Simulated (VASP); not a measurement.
Write the native input for VASP 6.6.1 that does the following.

```yaml
Task: work function
Functional: HSE06
Potentials_or_basis: VASP PAW PBE potentials, release 64 (B, P)
Cutoff: 520 eV
k_mesh: 6 × 6 × 1
Occupations: gaussian, width 0.03 eV
Spin: no spin polarisation
Grid_for_exact_exchange_PRECFOCK: Fast
Dipole_correction: yes
Screening_parameter: 0.2 1/A
Further_INCAR_settings: ALGO = Normal; EDIFF = 1e-06
```

The system is BP, a sheet with vacuum.

```xyz
2
Lattice="3.2018 0.0000 0.0000 -1.6009 2.7729 0.0000 0.0000 0.0000 16.0000" Properties=species:S:1:pos:R:3 pbc="T T T"
B     0.0000    1.8486    8.0000
P     1.6009    0.9243    8.0000
```

The cell was built by a generator and needn't be a form met in nature.

These files were run (other wordings do the same):

POSCAR

```
BP                                      
1.0
    3.2018179470      0.0000000000      0.0000000000
   -1.6009089735      2.7728556783      0.0000000000
    0.0000000000      0.0000000000     16.0000000000
  B               P             
     1     1
Direct
     0.3333330000000032    0.6666669999999968    0.5000000000000000
     0.6666669999999968    0.3333330000000032    0.5000000000000000
```

INCAR.step1

```
ALGO = Normal ; DIPOL = 0.5 0.5 0.500
EDIFF = 1E-5 ; ENCUT = 520
GGA = PE ; IDIPOL = 3
ISIF = 2 ; ISMEAR = 0
KPAR = 4 ; LASPH = True
LDIPOL = True ; LREAL = False
LWAVE = True ; NELM = 80
PREC = Accurate ; SIGMA = 0.03
```

INCAR.step2

```
ALGO = Normal ; DIPOL = 0.5 0.5 0.500
EDIFF = 1E-6 ; ENCUT = 520
GGA = PE ; HFSCREEN = 0.2
IDIPOL = 3 ; ISIF = 2
ISMEAR = 0 ; ISTART = 1
KPAR = 4 ; LASPH = True
LCHARG = True ; LDIPOL = True
LHFCALC = True ; LREAL = False
LVACPOTAV = True ; LVHAR = True
LWAVE = False ; NELM = 80
PREC = Accurate ; PRECFOCK = Fast
SIGMA = 0.03
```

KPOINTS

```
k-points
0
Gamma
  6 6 1
```

Potentials or basis: VASP PAW PBE potentials, release 64 (B, P).

Run with:

```console
$ cat potpaw_PBE.64/B/POTCAR potpaw_PBE.64/P/POTCAR > POTCAR
$ cp INCAR.step1 INCAR
$ mpirun -np 4 vasp_std > vasp.out
$ cp INCAR.step2 INCAR
$ mpirun -np 4 vasp_std > vasp.out
```

It gave:

* Band gap on the k mesh: 1.37 eV, direct
* Ionisation potential of the upper face: 5.41 eV

Wall time 28 s on 4 MPI ranks on Intel(R) Xeon(R) Platinum 8559C (Emerald Rapids), on a shared host, peak memory 0.32 GiB a rank.
